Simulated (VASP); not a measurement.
# Bi: the relaxed cell at several levels, part 3 of 3

How much does the cell of Bi depend on the functional? LASPH is on for some levels and off for others; the table marks which. This is not the structure that Bi takes at ambient conditions. The start is a computed cell from the Materials Project.

VASP 6.6.1, plane waves and PAW; the level of theory is named at each step.

Still holding for the runs below: This run has no spin polarisation. Its electron count is odd, so without a moment it is a metal by construction. The k-mesh is coarse for a metal.

So far, final volume (Å³): step 2 (relaxation, level LDA) 29.9; step 3 (relaxation, level PBEsol) 30.5; step 4 (relaxation, level r2SCAN) 31.7; step 5 (relaxation, level r2SCAN + rVV10, r2SCAN with rVV10) 31.2; step 6 (relaxation, level optB86b-vdW) 31.3.

The starting crystal is not the ambient structure of Bi (space group No. 166); it is a model or a phase of other conditions.

## 7. Relaxation with r2SCAN + D4 (continued)

Level of this step: r2SCAN with D4; plane waves and PAW (Bi_d) (VASP).

OUTCAR, selected parts (step 7):

```text
  Edisp (eV):   -0.17584

  Total       0.00498     0.00498     0.00498     0.00000     0.00000     0.00000
  in kB       0.25558     0.25558     0.25558     0.00000     0.00000     0.00000
  external pressure =        0.26 kB  Pullay stress =        0.00 kB

 POSITION                                       TOTAL-FORCE (eV/Angst)
 -----------------------------------------------------------------------------------
      0.00000     -0.00000      0.00000         0.000000      0.000000      0.000000
 -----------------------------------------------------------------------------------
    total drift:                               -0.000000     -0.000000     -0.000000

  FREE ENERGIE OF THE ION-ELECTRON SYSTEM (eV)
  ---------------------------------------------------
  free  energy   TOTEN  =       -58.4049851825 eV

  energy  without entropy=      -58.3959964383  energy(sigma->0) =      -58.40049081

[... 2 parts as in an earlier step ...]

[... 2 further parts left out ...]
[key lines of the parts left out:]
E-fermi :   7.7423
```

Dispersion corrections of this kind ignore metallic screening and tend to overbind metals.

It ends at 31.23 Å³/atom, +0.4 % from the start, with 0.03 GPa left. The conventional cell has a = 3.968 Å. Against plain r2SCAN, the dispersion term moves a by -0.5 %.

## 8. Relaxation with PBEsol + D3(BJ)

This step: PBEsol with D3(BJ); plane waves and PAW (Bi_d) (VASP 6.6.1).

D3 with Becke-Johnson damping keeps a finite attraction at short range.

File INCAR:

```
SYSTEM = Bi
PREC = Accurate
ENCUT = 520
EDIFF = 1E-06
NELM = 100
ISMEAR = -1
SIGMA = 0.05
LREAL = .FALSE.
ALGO = Normal
GGA = PS
IVDW = 12
NBANDS = 13
LORBIT = 11
LWAVE = .FALSE.
LCHARG = .FALSE.
KPAR = 2
IBRION = 2
NSW = 60
ISIF = 3
EDIFFG = -0.01
```

File POSCAR:

```
Bi
1.0
   -1.9814305318      1.9814305318      1.9814305318
    1.9814305318     -1.9814305318      1.9814305318
    1.9814305318      1.9814305318     -1.9814305318
Bi
1
Direct
    0.0000000000      0.0000000000      0.0000000000
```

File KPOINTS:

```
Automatic mesh
0
Gamma
7 7 7
0 0 0
```

The projector-augmented-wave data sets are Bi_d (PBE family, release 64).

On the command line:

```console
> mpirun -np 2 vasp_std
```

Log:

```text
[... set-up lines as in an earlier step ...]
 entering main loop
       N       E                     dE             d eps       ncg     rms          rms(c)
[... 10 cycles as in an earlier step ...]
   1 F= -.47005624E+01 E0= -.46962732E+01  d E =-.470056E+01
[...]
N       E                     dE             d eps       ncg     rms          rms(c)
DAV:   1    -0.648509160992E+01   -0.23078E+01   -0.49299E+01   645   0.115E+02    0.832E+00
DAV:   2    -0.443549435738E+01    0.20496E+01   -0.31133E+00   625   0.362E+01    0.312E+00
DAV:   3    -0.411859003852E+01    0.31690E+00   -0.10922E+00   786   0.193E+01    0.290E-01
DAV:   4    -0.412301279664E+01   -0.44228E-02   -0.20226E-02   540   0.141E+00    0.171E-01
DAV:   5    -0.412697460982E+01   -0.39618E-02   -0.12302E-02   575   0.108E+00    0.819E-02
DAV:   6    -0.412660523456E+01    0.36938E-03   -0.80719E-04   580   0.363E-01    0.244E-02
DAV:   7    -0.412664905738E+01   -0.43823E-04   -0.11158E-04   585   0.587E-02    0.444E-03
DAV:   8    -0.412664982395E+01   -0.76657E-06   -0.37695E-06   625   0.163E-02
   2 F= -.47150529E+01 E0= -.47108709E+01  d E =-.144905E-01
 trial-energy change:   -0.014491  1 .order   -0.010686   -0.082603    0.061230
 step:   0.6120(harm=  0.5743)  dis= 0.00000  next Energy=    -4.726710 (dE=-0.261E-01)
[...]
N       E                     dE             d eps       ncg     rms          rms(c)
DAV:   1    -0.450728394912E+01   -0.38063E+00   -0.85772E+00   640   0.569E+01    0.310E+00
DAV:   2    -0.421642521485E+01    0.29086E+00   -0.47027E-01   635   0.126E+01    0.123E+00
DAV:   3    -0.416456926636E+01    0.51856E-01   -0.21156E-01   831   0.772E+00    0.141E-01
DAV:   4    -0.416486898139E+01   -0.29972E-03   -0.35091E-03   555   0.671E-01    0.792E-02
DAV:   5    -0.416523364043E+01   -0.36466E-03   -0.21835E-03   560   0.407E-01    0.317E-02
DAV:   6    -0.416515657212E+01    0.77068E-04   -0.22125E-04   600   0.189E-01    0.857E-03
DAV:   7    -0.416516111093E+01   -0.45388E-05   -0.27614E-05   585   0.311E-02    0.155E-03
DAV:   8    -0.416516058169E+01    0.52923E-06   -0.92417E-07   474   0.806E-03
   3 F= -.47271168E+01 E0= -.47230246E+01  d E =-.265544E-01
[...]
reached required accuracy - stopping structural energy minimisation
```

The job ended after 5.6 s (2 MPI ranks of Intel Xeon 6975P-C (Granite Rapids), shared host; peak memory 0.32 GiB).

Parts of OUTCAR (step 8):

```text
 Edisp (eV)   -0.58840

 Edisp (eV)   -0.56196

  Total      -0.00016    -0.00016    -0.00016    -0.00000    -0.00000    -0.00000
  in kB      -0.00874    -0.00874    -0.00874    -0.00000    -0.00000    -0.00000
  external pressure =       -0.01 kB  Pullay stress =        0.00 kB

 POSITION                                       TOTAL-FORCE (eV/Angst)
 -----------------------------------------------------------------------------------
      0.00000     -0.00000      0.00000        -0.000000     -0.000000      0.000000
 -----------------------------------------------------------------------------------
    total drift:                               -0.000000     -0.000000     -0.000000

  FREE ENERGIE OF THE ION-ELECTRON SYSTEM (eV)
  ---------------------------------------------------
  free  energy   TOTEN  =        -4.7271168217 eV

  energy  without entropy=       -4.7189323236  energy(sigma->0) =       -4.72302457

[... 2 parts as in an earlier step ...]

[... 2 further parts left out ...]
[key lines of the parts left out:]
E-fermi :   8.5825
```

It ends at 29.08 Å³/atom, -6.5 % from the start, with 0.00 GPa left. The conventional cell has a = 3.874 Å. Against plain PBEsol, the dispersion term moves a by -1.6 %.

## 9. The cells as a table

This step: relaxed cells at several levels; plane waves and PAW (VASP 6.6.1).

Derived from the runs above.

Lengths are those of the conventional cell; cost is the wall time of each run, as given at its step, times its ranks, without the set-up around it; LASPH differs between rows, which moves results and costs too. Results by level, by row:

```csv
level,volume (Å³/atom),change from the start (%),a (Å),cost (core minutes),LASPH
LDA,29.94,-3.8,3.912,0.16,off
PBEsol,30.53,-1.9,3.938,0.18,off
r2SCAN,31.7,1.9,3.988,0.9,on
r2SCAN + rVV10,31.22,0.3,3.967,2.07,on
optB86b-vdW,31.3,0.6,3.971,1.47,on
r2SCAN + D4,31.23,0.4,3.968,0.867,on
PBEsol + D3(BJ),29.08,-6.5,3.874,0.187,off
```

## 10. Summary of results

* volume, LDA: 29.94 Å³/atom
* volume, PBEsol: 30.53 Å³/atom
* volume, r2SCAN: 31.70 Å³/atom
* volume, r2SCAN + rVV10: 31.22 Å³/atom
* volume, optB86b-vdW: 31.30 Å³/atom
* volume, r2SCAN + D4: 31.23 Å³/atom
* volume, PBEsol + D3(BJ): 29.08 Å³/atom

**Reading.** For Bi the levels give volumes between 29.08 Å³/atom (PBEsol + D3(BJ)) and 31.70 Å³/atom (r2SCAN), a spread of 9.0 %, while the cost of the finished runs spans a factor of 13. The costs hold the number of ionic steps as well as the price of the functional. Adding rVV10 to r2SCAN changes the volume by -1.5 % (a by -0.5 %). Adding D4 to r2SCAN changes the volume by -1.5 % (a by -0.5 %). Adding D3(BJ) to PBEsol changes the volume by -4.8 % (a by -1.6 %). Pairwise corrections of the D and TS kind ignore the screening in a metal, so they may overbind here. Within 0.02 Å all end in space group Im-3m; the runs can't lower the symmetry of the start. The k-sampling is coarse for a metal, so the Fermi level, pressures and the shape of the cell carry errors. Spin-orbit coupling is left out. LASPH is on for some levels and off for others, so differences between them are not the functional's alone. Each is a single relaxation on the plane waves of the start cell, so larger changes of volume carry a basis-set error that was not tested here. Zero-point and thermal expansion are not included.

[Lines on the potential files, build, host, timing and source positions are cut from VASP's logs without a mark.]

[Logs are printed without paths, hosts, clocks, repeated set-up lines and the standing remarks that a program may print on its own settings, such as how far it seeks lower states.]

[Hosts, paths, dates, database ids (printed as entryN), source tags and the programs' standing remarks are cut or masked in the printed files.]

[A measured line is paired with the nearest computed mode of its activity, which favours agreement.]

[In band tables of VASP the shares of atoms and orbitals are scaled to a sum of 1 inside the atoms' spheres.]
